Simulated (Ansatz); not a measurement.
InSe:

```
CELL_PARAMETERS angstrom
2.00000 1.15470 8.44000
-2.00000 1.15470 8.44000
0.00000 -2.30940 8.44000
ATOMIC_POSITIONS crystal
In 0.88860 0.88860 0.88860
In 0.00000 0.00000 0.00000
Se 0.17190 0.17190 0.17190
Se 0.38350 0.38350 0.38350
```

```yaml
Program: Ansatz 0.2.0
Task: relaxation of cell and atoms
Functional: revPBE
Potentials_or_basis: Ansatz PAW
Cutoff: "420 eV (not typed: the program's choice for these potentials)"
k_mesh: 8 × 8 × 8
Occupations: fermi-dirac, width 0.05 eV
Spin: no spin polarisation
```

At the start: volume 29.24 Å³/atom.

Question: How do energy, volume and symmetry change on relaxing?

Answer: It ends after 16 steps and the volume is 39.82 Å³/atom (+36.2 %); space group R3m (No. 160, to 0.05 Å).

Step by step:
```csv
step,energy change (eV),largest force (eV/Å),volume (Å³)
1,0.0000,0.3926,116.95
2,-0.1561,0.3008,134.52
3,-0.1776,0.1793,136.74
4,-0.1950,0.1335,138.60
5,-0.2037,0.0456,143.14
6,-0.2046,0.0056,143.39
7,-0.2046,0.0007,143.88
8,-0.2134,0.0024,143.88
9,-0.2171,0.0123,146.61
10,-0.2199,0.0233,149.73
11,-0.2213,0.0060,152.11
12,-0.2228,0.0136,158.08
13,-0.2228,0.0019,158.61
14,-0.2227,0.0011,159.57
15,-0.2227,0.0002,159.28
16,-0.2250,0.0008,159.28
```

Final structure:
```xyz
4
Lattice="2.0666 1.1932 10.7659 -2.0666 1.1932 10.7659 0.0000 -2.3863 10.7659" Properties=species:S:1:pos:R:3 pbc="T T T"
In    0.0000    0.0000   29.0744
In    0.0000    0.0000   -0.3724
Se    0.0000    0.0000    6.2754
Se    0.0000    0.0000   11.6606
```

Caveat: the volume moved by over 15 % at a fixed basis, so the end points are rough; the plane-wave basis is chosen anew once the cell has moved, so the energies of steps on either side of that aren't comparable; the volume moved by +36 % from the deposited cell, more than functionals usually miss; the PAW data sets come from PBE, with cores solved anew for the run's functional, which leaves a small shift of forces and pressure.
